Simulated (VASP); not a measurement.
A run of VASP 6.6.1 is set up as follows.

INCAR

```
  ALGO = Normal
  EDIFF = 1E-6
  ENCUT = 520
  GGA = PE
  ISIF = 2
  ISMEAR = 0
  IVDW = 12
  LASPH = T
  LCHARG = F
  LREAL = F
  LWAVE = F
  NBANDS = 10
  NELM = 100
  PREC = Accurate
  SIGMA = 0.1
```

The input KPOINTS:

```
k-points
0
Gamma
  10 10 10
```

File POSCAR:

```
Os
1.0
   -1.5356666804      1.5356666804      1.5356666804
    1.5356666804     -1.5356666804      1.5356666804
    1.5356666804      1.5356666804     -1.5356666804
Os
1
Direct
    0.0000000000      0.0000000000      0.0000000000
```

Potentials or basis: VASP PAW PBE potentials, release 64 (Os).

Launch:

```console
$ cat potpaw_PBE.64/Os/POTCAR > POTCAR
$ mpirun -np 1 vasp_std > vasp.out
```

What does it give for the dispersion energy per atom?

-0.631 eV.

What does it give for the pressure?

0.2 GPa.

Caveat: pairwise dispersion overbinds metals, which lowers pressure and volume. Spin-orbit coupling is left out, which matters for the levels of Os.
